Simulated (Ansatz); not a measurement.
Wanted: the native input for an Ansatz 0.2.0 run.

- Task: relaxation of cell and atoms
- Functional: RPBE
- Potentials or basis: Ansatz PAW
- Cutoff: 420 eV (not typed: the program's choice for these potentials)
- k mesh: 8 × 8 × 8
- Occupations: fermi-dirac, width 0.05 eV
- Spin: collinear spin, ferromagnetic start
- Starting moments: [1.0, 1.0, 1.0, 0.0] μB

Crystal: AlNi3.

```
Ni Al
1.0
     3.52305    0.00000    0.00000
     0.00000    3.52305    0.00000
     0.00000    0.00000    3.52305
Ni Al
3 1
Direct
  0.50000 0.50000 0.00000
  0.50000 0.00000 0.50000
  0.00000 0.50000 0.50000
  0.00000 0.00000 0.00000
```

The cell is a database's computed one.

The input as run:

input.yaml

```yaml
crystal:
  lattice:
    - [3.5230547267, 0.0, 0.0]
    - [0.0, 3.5230547267, 0.0]
    - [0.0, 0.0, 3.5230547267]
  atoms:
    - { symbol: Ni, position: [0.5, 0.5, 0.0], spin: 1.0 }
    - { symbol: Ni, position: [0.5, 0.0, 0.5], spin: 1.0 }
    - { symbol: Ni, position: [0.0, 0.5, 0.5], spin: 1.0 }
    - { symbol: Al, position: [0.0, 0.0, 0.0] }
hamiltonian:
  xc: rpbe
  pseudopotentials: { kind: paw }
magnetization:
  spin_polarized: true
kpoints:
  mp_grid: { grid: [8, 8, 8] }
scf:
  occupations: { method: fermi_dirac, width: 0.05 }
output:
  forces: true
  stress: true
  write_density: true
  write_potential: true
  elf: true
  volumetric_format: npy
relax:
  f_tol: 0.01
  max_steps: 40
  cell: { stress_tol: 0.05 }
```

Potentials or basis: Ansatz PAW.

Run with:

```bash
$ ansatz run input.yaml --threads 2 --pin off --max-ram 5632MiB --backend cpu --events-out ev --progress --plain --runs-dir out
```

Results of the run:

```
Relaxed volume                         : 11.65 Å³/atom
Relaxed cell                           : a = 3.598 Å, b = 3.598 Å, c = 3.598 Å, α = 90.00°, β = 90.00°, γ = 90.00°
Space group after relaxing (to 0.05 Å) : Pm-3m (No. 221)
Energy gained by relaxing              : 25.9 meV/atom
Ionic steps                            : 5
Pressure after relaxing                : 0.0 GPa
Band gap on the k mesh                 : none (metal or under the smearing width)
Net moment                             : 0.76 μB per cell
Absolute moment                        : 0.98 μB per cell
Site moments                           : Ni +0.28; Al -0.02 μB
```

Caveat: the plane-wave basis is chosen anew once the cell has moved, so the energies of steps on either side of that aren't comparable; the PAW data sets come from PBE, with cores solved anew for the run's functional, which leaves a small shift of forces and pressure.

Wall time 24 s on 2 threads of Intel(R) Xeon(R) Platinum 8175M CPU @ 2.50GHz (Skylake/Cascade Lake), with other jobs on the host, peak memory 0.47 GiB.
